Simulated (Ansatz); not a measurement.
# Al: the cost of one run

Computed with Ansatz 0.2.0 (DFT PBEsol, scalar-relativistic, plane waves, PAW, unless a step's input says otherwise).

2 further runs of the same task are left out: 1 that didn't finish, 1 set aside as unsound or not needed.

### 1 The starting structure

Symmetry: Fm-3m, No. 225, cubic system. The conventional cell has a = 4.016 Å, b = 4.016 Å, c = 4.016 Å, α = 90.00°, β = 90.00°, γ = 90.00°. Around Al (site symmetry m-3m) lie 12 Al at 2.84 Å.

Structure file:

```
CELL_PARAMETERS angstrom
0.00000 2.00778 2.00778
2.00778 0.00000 2.00778
2.00778 2.00778 0.00000
ATOMIC_POSITIONS crystal
Al 0.00000 0.00000 0.00000
```

It is the result of an earlier relaxation at this level (volume 16.19 Å³/atom; gap on the mesh: none (metal)).

### 2 The bulk in the cell of the plane

The input, input.yaml:

```yaml
crystal:
  lattice:
    - [2.8394270062, 0.0, 0.0]
    - [0.0, 4.0155561815, 0.0]
    - [1.4197135031, 2.0077780908, 1.4197135031]
  atoms:
    - { symbol: Al, position: [0.0, 0.0, 0.0] }
basis:
  ecutwfc: 420
kpoints:
  mp_grid: { grid: [12, 9, 24] }
hamiltonian:
  xc: pbesol
scf:
  occupations: { method: gaussian, width: 0.1 }
output:
  forces: true
  stress: true
  eigenvalues: true
  write_density: true
  write_potential: true
  elf: true
  volumetric_format: npy
```

On the command line:

```console
ansatz run input.yaml --threads 1 --pin off --max-ram 2560MiB --backend cpu --events-out ev --progress --plain --runs-dir out
```

What time and memory should one allow on 1 thread of Intel Xeon 6975P-C (Granite Rapids), shared host?

About 3.1 s, with a peak of 0.42 GiB.
